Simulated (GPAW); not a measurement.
Crystal: Cu.

```
Cu
1.0
     2.53076    0.00000    0.00000
    -1.26538    2.19171    0.00000
     0.00000    0.00000    8.26182
Cu
4
Direct
  0.66667 0.33333 0.75000
  0.00000 0.00000 0.50000
  0.33333 0.66667 0.25000
  0.00000 0.00000 0.00000
```

This isn't the form of Cu at room conditions, which is fcc.

| Property | Result |
| --- | --- |
| Program | GPAW 26.7.0 |
| Task | relaxation of cell and atoms |
| Functional | PBEsol |
| Dispersion | D4 |
| Potentials or basis | PAW data sets generated in the run's folder for this functional |
| Cutoff | 600 eV |
| Basis | pw |
| k mesh | 8 × 8 × 2 |
| Occupations | fermi-dirac, width 0.05 eV |
| Spin | no spin polarisation |

At the start: pressure -3.7 GPa; volume 11.46 Å³/atom.

How do energy, volume and symmetry change on relaxing?

Over 7 steps the energy falls by 4.9 meV/atom and the volume is 11.21 Å³/atom (-2.2 %); space group P6_3/mmc (No. 194, to 0.05 Å).

The path:
| step | energy change (eV) | largest force (eV/Å) | pressure (GPa) | volume (Å³) |
| --- | --- | --- | --- | --- |
| 1 | 0.0000 | 0.0000 | -3.73 | 45.83 |
| 2 | -0.0030 | 0.0000 | -3.27 | 45.70 |
| 3 | -0.0136 | 0.0000 | 0.48 | 44.68 |
| 4 | -0.0139 | 0.0000 | 0.39 | 44.71 |
| 5 | -0.0182 | 0.0000 | -0.45 | 44.92 |
| 6 | -0.0195 | 0.0000 | -0.26 | 44.88 |
| 7 | -0.0196 | 0.0000 | -0.03 | 44.82 |

Final structure:
```cif
data_structure
_symmetry_space_group_name_H-M 'P 1'
_symmetry_Int_Tables_number 1
_cell_length_a 2.5330
_cell_length_b 2.5330
_cell_length_c 8.0666
_cell_angle_alpha 90.000
_cell_angle_beta 90.000
_cell_angle_gamma 120.000
_cell_volume 44.82
loop_
_atom_site_label
_atom_site_type_symbol
_atom_site_fract_x
_atom_site_fract_y
_atom_site_fract_z
_atom_site_occupancy
Cu1 Cu 0.66667 0.33333 0.75000 1
Cu2 Cu 0.00000 0.00000 0.50000 1
Cu3 Cu 0.33333 0.66667 0.25000 1
Cu4 Cu 0.00000 0.00000 0.00000 1
```

Caveat: the k mesh is coarse (spacing up to 0.38 Å⁻¹), so the values aren't converged; with this Cu data set, volumes or pressures lay over 1.5 % or 2 GPa off other programs in two to four cells of ten; later steps reuse the first step's grids; pairwise dispersion overbinds metals, which lowers pressure and volume.
